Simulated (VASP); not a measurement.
# Al2O3 (Corundum) (R-3c) in VASP: notebook, part 2 of 2

VASP 6.6.1.

### 3 Band structure, PBE

Input file POSCAR:

```
Al2O3
1.0
    2.3802500000      1.3742379782      4.3318666667
   -2.3802500000      1.3742379782      4.3318666667
    0.0000000000     -2.7484759565      4.3318666667
Al O
4 6
Direct
    0.8521600000      0.8521600000      0.8521600000
    0.6478400000      0.6478400000      0.6478400000
    0.1478400000      0.1478400000      0.1478400000
    0.3521600000      0.3521600000      0.3521600000
    0.0566800000      0.7500000000      0.4433200000
    0.7500000000      0.4433200000      0.0566800000
    0.4433200000      0.0566800000      0.7500000000
    0.9433200000      0.2500000000      0.5566800000
    0.2500000000      0.5566800000      0.9433200000
    0.5566800000      0.9433200000      0.2500000000
```

Input file INCAR.step1:

```
PREC = Accurate ; ENCUT = 400
EDIFF = 1E-7 ; ISMEAR = -1
SIGMA = 0.05 ; LREAL = False
LASPH = True ; NELM = 60
ALGO = Normal ; ISIF = 2
LWAVE = False ; LCHARG = True
GGA = PE
```

Input file KPOINTS.step1:

```
Automatic mesh
0
Gamma
  7 7 7
```

Input file INCAR.step2:

```
PREC = Accurate ; ENCUT = 400
EDIFF = 1E-7 ; ISMEAR = 0
SIGMA = 0.05 ; LREAL = False
LASPH = True ; NELM = 60
ALGO = Normal ; ISIF = 2
LWAVE = False ; LCHARG = False
GGA = PE ; ICHARG = 11
```

Input file KPOINTS.step2:

```
path GLB1,BZGX,QFP1Z,LP
10
line-mode
reciprocal
 0.0000000000  0.0000000000  0.0000000000  G
 0.5000000000  0.0000000000  0.0000000000  L

 0.5000000000  0.0000000000  0.0000000000  L
 0.5000000000  0.2337604794 -0.2337604794  B1

 0.7662395206  0.5000000000  0.2337604794  B
 0.5000000000  0.5000000000  0.5000000000  Z

 0.5000000000  0.5000000000  0.5000000000  Z
 0.0000000000  0.0000000000  0.0000000000  G

 0.0000000000  0.0000000000  0.0000000000  G
 0.3668802397  0.0000000000 -0.3668802397  X

 0.6331197603  0.3668802397  0.0000000000  Q
 0.5000000000  0.5000000000  0.0000000000  F

 0.5000000000  0.5000000000  0.0000000000  F
 0.6331197603  0.6331197603  0.2337604794  P1

 0.6331197603  0.6331197603  0.2337604794  P1
 0.5000000000  0.5000000000  0.5000000000  Z

 0.5000000000  0.0000000000  0.0000000000  L
 0.7662395206  0.3668802397  0.3668802397  P
```

Potentials or basis: VASP PAW PBE potentials, release 64 (Al, O_s).

Started as:

```console
$ cat potpaw_PBE.64/Al/POTCAR potpaw_PBE.64/O_s/POTCAR > POTCAR
$ cp INCAR.step1 INCAR
$ cp KPOINTS.step1 KPOINTS
$ mpirun -np 1 vasp_std > vasp.out
$ cp INCAR.step2 INCAR
$ cp KPOINTS.step2 KPOINTS
$ mpirun -np 1 vasp_std > vasp.out
```

OUTCAR:

```text
PREC = Accurate
   ENCUT = 400
   EDIFF = 1E-7
   ISMEAR = 0
   LREAL = False
   LASPH = True
   NELM = 60
   ISIF = 2
   GGA = PE
   ICHARG = 11

 ion  position               nearest neighbor table
   1  0.852  0.852  0.852-   8 1.85   9 1.85  10 1.85   6 1.97   7 1.97   5 1.97   2 2.66   3 2.79
                             3 2.79   3 2.79   2 3.22   2 3.22   2 3.22
   2  0.648  0.648  0.648-   9 1.85   8 1.85  10 1.85   5 1.97   7 1.97   6 1.97   1 2.66   4 2.79
                             4 2.79   4 2.79   1 3.22   1 3.22   1 3.22
   3  0.148  0.148  0.148-   5 1.85   6 1.85   7 1.85   9 1.97  10 1.97   8 1.97   4 2.66   1 2.79
                             1 2.79   1 2.79   4 3.22   4 3.22   4 3.22
   4  0.352  0.352  0.352-   6 1.85   5 1.85   7 1.85   8 1.97  10 1.97   9 1.97   3 2.66   2 2.79
                             2 2.79   2 2.79   3 3.22   3 3.22   3 3.22
   5  0.057  0.750  0.443-   3 1.85   4 1.85   2 1.97   1 1.97
   6  0.750  0.443  0.057-   4 1.85   3 1.85   1 1.97   2 1.97
   7  0.443  0.057  0.750-   3 1.85   4 1.85   1 1.97   2 1.97
   8  0.943  0.250  0.557-   1 1.85   2 1.85   4 1.97   3 1.97
[... 211 lines left out ...]
      4     -10.0856      2.00000
      5      -9.7705      2.00000
      6      -9.7705      2.00000
[... 781 lines left out ...]
     29      17.7600      0.00000
     30      17.7600      0.00000

 [... further k-points ...]

------------------------ aborting loop because EDIFF is reached ----------------------------------------

  FORCE on cell =-STRESS in cart. coord.  units (eV):
  Direction    XX          YY          ZZ          XY          YZ          ZX
  --------------------------------------------------------------------------------------
  -------------------------------------------------------------------------------------
  Total        3.3442219      3.3442219      3.1829158      0.0000000     -0.0000000      0.0000000
  in kB       63.0223822     63.0223822     59.9825432      0.0000000     -0.0000000      0.0000000
  external PRESSURE =      62.0091026 kB  Pullay stress =       0.0000000 kB

 VOLUME and BASIS-vectors are now :
 -----------------------------------------------------------------------------
  energy-cutoff  :      400.00
  volume of cell :       85.02
      direct lattice vectors                 reciprocal lattice vectors
     2.380250000  1.374237978  4.331866667     0.210061968  0.121279334  0.076949121
    -2.380250000  1.374237978  4.331866667    -0.210061968  0.121279334  0.076949121
     0.000000000 -2.748475957  4.331866667     0.000000000 -0.242558668  0.076949121

 POSITION                                       TOTAL-FORCE (eV/Angst)
 -----------------------------------------------------------------------------------
      0.00000     -0.00000     11.07433        -0.000000      0.000000     -0.013304
      0.00000     -0.00000      8.41907        -0.000000     -0.000000      0.013304
      0.00000     -0.00000      1.92127        -0.000000     -0.000000      0.013304
      0.00000     -0.00000      4.57653        -0.000000      0.000000     -0.013304
     -1.65027     -0.10988      5.41483        -0.003712     -0.006430      0.000000
      0.72998      1.48412      5.41483        -0.003712      0.006430      0.000000
      0.92030     -1.37424      5.41483         0.007425      0.000000      0.000000
      1.65027      0.10988      7.58077         0.003712      0.006430      0.000000
     -0.72998     -1.48412      7.58077         0.003712     -0.006430      0.000000
     -0.92030      1.37424      7.58077        -0.007425      0.000000      0.000000
 -----------------------------------------------------------------------------------
    total drift:                               -0.000000      0.000000      0.000000

  FREE ENERGIE OF THE ION-ELECTRON SYSTEM (eV)
  ---------------------------------------------------
  free  energy   TOTEN  =       -74.8207330584 eV

  energy  without entropy=      -74.8207330584  energy(sigma->0) =      -74.82073306
```

OSZICAR.step1:

```text
N       E                     dE             d eps       ncg     rms          rms(c)
DAV:   1     0.277992231863E+03    0.27799E+03   -0.21455E+04  2648   0.127E+03
DAV:   2    -0.713018694497E+02   -0.34929E+03   -0.34201E+03  3044   0.398E+02
DAV:   3    -0.828635847365E+02   -0.11562E+02   -0.11540E+02  3156   0.750E+01
DAV:   4    -0.829518364303E+02   -0.88252E-01   -0.88223E-01  3150   0.701E+00
DAV:   5    -0.829528619038E+02   -0.10255E-02   -0.10255E-02  3054   0.742E-01    0.294E+01
DAV:   6    -0.746250261920E+02    0.83278E+01   -0.37159E+01  3060   0.449E+01    0.481E+01
DAV:   7    -0.746643286675E+02   -0.39302E-01   -0.49876E-01  3072   0.426E+00    0.416E+01
DAV:   8    -0.747287729377E+02   -0.64444E-01   -0.24523E-01  3006   0.478E+00    0.456E+00
DAV:   9    -0.746990929604E+02    0.29680E-01   -0.97861E-02  3162   0.235E+00    0.188E+00
DAV:  10    -0.746991219791E+02   -0.29019E-04   -0.40046E-03  3108   0.440E-01    0.108E+00
DAV:  11    -0.746992181674E+02   -0.96188E-04   -0.29065E-03  3150   0.396E-01    0.939E-02
DAV:  12    -0.746992172753E+02    0.89214E-06   -0.46846E-05  3096   0.527E-02    0.690E-02
DAV:  13    -0.746992181070E+02   -0.83171E-06   -0.13174E-06  3162   0.795E-03    0.602E-02
DAV:  14    -0.746992162573E+02    0.18497E-05   -0.36346E-06  3084   0.145E-02    0.222E-02
DAV:  15    -0.746992158341E+02    0.42322E-06   -0.80347E-07  3150   0.666E-03    0.461E-03
DAV:  16    -0.746992157481E+02    0.85980E-07   -0.22056E-08  1902   0.125E-03
   1 F= -.74699216E+02 E0= -.74699216E+02  d E =-.595588E-10
```

Run time: 2.4 min. Hardware: 1 thread of AMD EPYC 9R14 (Zen 4), shared host; peak memory 0.23 GiB.

What came out:

- Band gap on the k mesh: 6.22 eV, direct
- Band gap along the path: 6.22 eV, direct

Levels at the corners of the path, in eV from the valence-band top:
| point | band 22 | band 23 | band 24 | band 25 | band 26 | band 27 |
| --- | --- | --- | --- | --- | --- | --- |
| Γ | -0.04 | -0.04 | 0.00 | 6.22 | 9.15 | 10.75 |
| L | -0.91 | -0.27 | -0.27 | 9.47 | 9.47 | 9.64 |
| L | -0.91 | -0.27 | -0.27 | 9.47 | 9.47 | 9.64 |
| B1 | -0.85 | -0.50 | -0.50 | 9.71 | 9.71 | 10.13 |
| B | -0.85 | -0.50 | -0.50 | 9.71 | 9.71 | 10.13 |
| Z | -0.38 | -0.38 | -0.38 | 8.68 | 8.68 | 11.10 |
| Z | -0.38 | -0.38 | -0.38 | 8.68 | 8.68 | 11.10 |
| Γ | -0.04 | -0.04 | 0.00 | 6.22 | 9.15 | 10.75 |
| Γ | -0.04 | -0.04 | 0.00 | 6.22 | 9.15 | 10.75 |
| X | -0.84 | -0.56 | -0.28 | 9.51 | 9.55 | 9.76 |
| Q | -0.84 | -0.56 | -0.28 | 9.51 | 9.55 | 9.76 |
| F | -0.92 | -0.74 | -0.25 | 9.65 | 9.73 | 9.94 |
| F | -0.92 | -0.74 | -0.25 | 9.65 | 9.73 | 9.94 |
| P1 | -0.86 | -0.75 | -0.46 | 9.74 | 9.95 | 10.21 |
| P1 | -0.86 | -0.75 | -0.46 | 9.74 | 9.95 | 10.21 |
| Z | -0.38 | -0.38 | -0.38 | 8.68 | 8.68 | 11.10 |
| L | -0.91 | -0.27 | -0.27 | 9.47 | 9.47 | 9.64 |
| P | -0.86 | -0.75 | -0.46 | 9.74 | 9.95 | 10.21 |

Caveat: the log is that of the step along the path at fixed density, whose energy, stress, charges and moments have no meaning.

### 4 Band structure, PBE

POSCAR is that of step 3.

Input file INCAR.step1:

```
SYSTEM = Al2O3
  ALGO = Normal
  EDIFF = 1E-6
  ENCUT = 520
  GGA = PE
  ISIF = 2
  ISMEAR = -1
  LASPH = .True.
  LCHARG = .True.
  LREAL = .False.
  LWAVE = .False.
  NELM = 80
  PREC = Accurate
  SIGMA = 0.05
```

Input file KPOINTS.step1:

```
k-points
0
Gamma
  7 7 7
  0 0 0
```

Input file INCAR.step2:

```
SYSTEM = Al2O3
  ALGO = Normal
  EDIFF = 1E-6
  ENCUT = 520
  GGA = PE
  ICHARG = 11
  ISIF = 2
  ISMEAR = 0
  LASPH = .True.
  LCHARG = .False.
  LREAL = .False.
  LWAVE = .False.
  NELM = 80
  PREC = Accurate
  SIGMA = 0.05
```

KPOINTS.step2: that of step 3 with these lines changed.

```diff
@@ -1,3 +1,3 @@
 path GLB1,BZGX,QFP1Z,LP
-10
+15
 line-mode
```

Potentials or basis: VASP PAW PBE potentials, release 54 (Al, O).

Started as:

```console
$ cat potpaw_PBE.54/Al/POTCAR potpaw_PBE.54/O/POTCAR > POTCAR
$ cp INCAR.step1 INCAR
$ cp KPOINTS.step1 KPOINTS
$ mpirun -np 1 vasp_std > vasp.out
$ cp INCAR.step2 INCAR
$ cp KPOINTS.step2 KPOINTS
$ mpirun -np 1 vasp_std > vasp.out
```

Run time: 3.8 min. Hardware: 1 thread of AMD EPYC 9R14 (Zen 4), shared host; peak memory 0.35 GiB.

The run converged. Its results:

```
Band gap on the k mesh  : 6.22 eV, direct
Band gap along the path : 6.22 eV, direct
```

Levels at the corners of the path, in eV from the valence-band top:
```
point  band 22  band 23  band 24  band 25  band 26  band 27
    Γ    -0.04    -0.04     0.00     6.22     9.14    10.73
    L    -0.91    -0.27    -0.27     9.47     9.47     9.63
    L    -0.91    -0.27    -0.27     9.47     9.47     9.63
   B1    -0.85    -0.51    -0.51     9.70     9.70    10.12
    B    -0.85    -0.51    -0.51     9.70     9.70    10.12
    Z    -0.38    -0.38    -0.38     8.67     8.67    11.08
    Z    -0.38    -0.38    -0.38     8.67     8.67    11.08
    Γ    -0.04    -0.04     0.00     6.22     9.14    10.73
    Γ    -0.04    -0.04     0.00     6.22     9.14    10.73
    X    -0.84    -0.56    -0.29     9.50     9.54     9.75
    Q    -0.84    -0.56    -0.29     9.50     9.54     9.75
    F    -0.92    -0.74    -0.26     9.64     9.72     9.93
    F    -0.92    -0.74    -0.26     9.64     9.72     9.93
   P1    -0.86    -0.75    -0.47     9.73     9.93    10.20
   P1    -0.86    -0.75    -0.47     9.73     9.93    10.20
    Z    -0.38    -0.38    -0.38     8.67     8.67    11.08
    L    -0.91    -0.27    -0.27     9.47     9.47     9.63
    P    -0.86    -0.75    -0.47     9.73     9.93    10.20
```

Caveat: the log is that of the step along the path at fixed density, whose energy, stress, charges and moments have no meaning.

### 5 Band structure, PBE

POSCAR is that of step 4.

Input file INCAR.step1:

```
PREC     = Accurate       # precision mode
ENCUT    = 500            # plane-wave cutoff, eV
EDIFF    = 1E-6           # SCF threshold, eV
ISMEAR   = -1             # smearing method
SIGMA    = 0.05           # smearing width, eV
LREAL    = F              # projectors in reciprocal space
LASPH    = T              # aspherical terms in the spheres
NELM     = 60             # most SCF steps
ALGO     = Fast           # electronic algorithm
ISIF     = 2              # what is computed and relaxed
LWAVE    = F              # write WAVECAR
LCHARG   = T              # write CHGCAR
GGA      = PE             # functional
```

Input file KPOINTS.step1:

```
regular mesh
0
Gamma
  7 7 7
```

Input file INCAR.step2:

```
PREC     = Accurate       # precision mode
ENCUT    = 500            # plane-wave cutoff, eV
EDIFF    = 1E-6           # SCF threshold, eV
ISMEAR   = 0              # smearing method
SIGMA    = 0.05           # smearing width, eV
LREAL    = F              # projectors in reciprocal space
LASPH    = T              # aspherical terms in the spheres
NELM     = 60             # most SCF steps
ALGO     = Fast           # electronic algorithm
ISIF     = 2              # what is computed and relaxed
LWAVE    = F              # write WAVECAR
LCHARG   = F              # write CHGCAR
GGA      = PE             # functional
ICHARG   = 11             # starting density
```

KPOINTS.step2 is that of step 4.

Started as:

```console
$ cat potpaw_PBE.54/Al/POTCAR potpaw_PBE.54/O/POTCAR > POTCAR
$ cp INCAR.step1 INCAR
$ cp KPOINTS.step1 KPOINTS
$ mpirun -np 1 vasp_std > vasp.out
$ cp INCAR.step2 INCAR
$ cp KPOINTS.step2 KPOINTS
$ mpirun -np 1 vasp_std > vasp.out
```

It took 5 min on 1 thread of AMD EPYC 9R14 (Zen 4), shared host; peak memory 0.34 GiB.

The run converged. Its results:

* Band gap on the k mesh: 6.22 eV, direct
* Band gap along the path: 6.22 eV, direct

Levels at the corners of the path, in eV from the valence-band top:
```tsv
point	band 21	band 22	band 23	band 24	band 25	band 26	band 27	band 28
Γ	-0.50	-0.04	-0.04	0.00	6.22	9.14	10.73	11.52
L	-0.91	-0.91	-0.27	-0.27	9.47	9.47	9.63	9.63
L	-0.91	-0.91	-0.27	-0.27	9.47	9.47	9.63	9.63
B1	-0.85	-0.85	-0.51	-0.51	9.70	9.70	10.12	10.12
B	-0.85	-0.85	-0.51	-0.51	9.70	9.70	10.12	10.12
Z	-0.38	-0.38	-0.38	-0.38	8.67	8.67	11.08	11.08
Z	-0.38	-0.38	-0.38	-0.38	8.67	8.67	11.08	11.08
Γ	-0.50	-0.04	-0.04	0.00	6.22	9.14	10.73	11.52
Γ	-0.50	-0.04	-0.04	0.00	6.22	9.14	10.73	11.52
X	-0.89	-0.84	-0.56	-0.29	9.50	9.54	9.75	10.21
Q	-0.89	-0.84	-0.56	-0.29	9.50	9.54	9.75	10.21
F	-1.03	-0.92	-0.74	-0.26	9.64	9.72	9.93	10.40
F	-1.03	-0.92	-0.74	-0.26	9.64	9.72	9.93	10.40
P1	-1.04	-0.86	-0.75	-0.47	9.73	9.93	10.20	10.37
P1	-1.04	-0.86	-0.75	-0.47	9.73	9.93	10.20	10.37
Z	-0.38	-0.38	-0.38	-0.38	8.67	8.67	11.08	11.08
L	-0.91	-0.91	-0.27	-0.27	9.47	9.47	9.63	9.63
P	-1.04	-0.86	-0.75	-0.47	9.73	9.93	10.20	10.37
```

Caveat: the log is that of the step along the path at fixed density, whose energy, stress, charges and moments have no meaning.

### 6 The runs side by side

| potentials or basis | cutoff (eV) | gap on the mesh (eV) |
| --- | --- | --- |
| VASP PAW PBE potentials, release 64 (Al, O_h) | 900 | 6.22 |
| VASP PAW PBE potentials, release 64 (Al, O_s) | 400 | 6.22 |
| VASP PAW PBE potentials, release 54 (Al, O) | 520 | 6.22 |
| VASP PAW PBE potentials, release 54 (Al, O) | 500 | 6.22 |

Alike in all rows: task band structure; level PBE; no spin polarisation; cell as given; k mesh 7 × 7 × 7; smearing fermi-dirac 0.05 eV.

Caveats: the cutoff is under 1.25 times the usual one of these potentials, so pressure, stress and relaxed cells hold a basis-set (Pulay) error (some runs).

Total energies depend on the potentials used, so only differences within one code and one set of settings carry meaning.

### 7 How close it comes

Step 2. Measured gap of Al2O3: 8.7 eV (optical; quoted in “Multi-petahertz electron interference in Cr:Al2O3 solid-state material”, 2018, pmc:5906618). This calculation gives 6.22 eV (-2.48 eV). The value is that of PBE, without temperature or zero-point motion. Semilocal functionals fall short of measured gaps as a rule.

Step 3. A measured gap of Al2O3 is 8.7 eV (optical; quoted in “Multi-petahertz electron interference in Cr:Al2O3 solid-state material”, 2018, pmc:5906618); the calculated 6.22 eV misses it by -2.48 eV. The value is that of PBE, without temperature or zero-point motion. Semilocal functionals fall short of measured gaps as a rule.

Step 4. Against the measured gap of Al2O3, 8.7 eV (optical; quoted in “Multi-petahertz electron interference in Cr:Al2O3 solid-state material”, 2018, pmc:5906618), the calculated 6.22 eV is off by -2.48 eV. The value is that of PBE, without temperature or zero-point motion. Semilocal functionals fall short of measured gaps as a rule.

Step 5. A measured gap of Al2O3 is 8.7 eV (optical; quoted in “Multi-petahertz electron interference in Cr:Al2O3 solid-state material”, 2018, pmc:5906618); the calculated 6.22 eV misses it by -2.48 eV. The value is that of PBE, without temperature or zero-point motion. Semilocal functionals fall short of measured gaps as a rule.
